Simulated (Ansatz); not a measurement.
Crystal: PtS2.

```
Pt S
1.0
     3.54320    0.00000    0.00000
    -1.77160    3.06850    0.00000
     0.00000    0.00000    5.03880
Pt S
1 2
Direct
  0.00000 0.00000 0.00000
  0.66667 0.33333 0.77300
  0.33333 0.66667 0.22700
```

Base run:

* Program: Ansatz 0.2.0
* Functional: LDA
* Potentials or basis: Ansatz PAW
* Cutoff: 420 eV (not typed: the program's choice for these potentials)
* k mesh: 9 × 9 × 5
* Occupations: fermi-dirac, width 0.05 eV
* Spin: no spin polarisation

Its results: band gap on the k mesh 0.90 eV, indirect (least direct gap 0.95 eV); pressure 3.6 GPa; largest force 0.805 eV/Å.

Problem. The run is repeated on the same cell with these changes: functional from LDA to PBE. What comes out?

Solution. Band gap on the k mesh 1.02 eV, indirect (least direct gap 1.07 eV); pressure 11.6 GPa; largest force 1.257 eV/Å.

PBE binds less tightly than LDA, so the same cell stands under more pressure.

Caveats: spin-orbit coupling is left out, which moves the levels of the heavy elements; the PAW data sets come from PBE, with cores solved anew for the run's functional, which leaves a small shift of forces and pressure (some runs); forces of over 1 eV/Å show positions far from the minimum, so gaps and moduli don't describe the material at rest (some runs).
